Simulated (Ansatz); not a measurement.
MgSe (Fm-3m): what a change of settings does

```xyz
2
Lattice="0.0000 2.7255 2.7255 2.7255 0.0000 2.7255 2.7255 2.7255 0.0000" Properties=species:S:1:pos:R:3 pbc="T T T"
Mg    0.0000    0.0000    0.0000
Se    2.7255    2.7255    2.7255
```

Unless marked otherwise, the numbers come from PBEsol, PAW on Ansatz 0.2.0's default frozen-core files (fitted under PBE), scalar-relativistic. k mesh 6×6×6, fixed occupations, cutoff 420 eV. The cell was relaxed by PAW under this functional.

With these settings the run gives a highest phonon of 328.0 cm⁻¹ on a 2×2×2 q mesh (finite displacements, no LO-TO term).

**Question.** The run is repeated in the same cell with hamiltonian.xc from pbesol to revpbe. What moves, and by how much?

**Answer.** highest phonon: +1.6 %; largest phonon shift: +9.2 cm⁻¹.

Limits of these numbers: frozen-core PAW files fitted under PBE, their cores solved anew for the functional of the run.
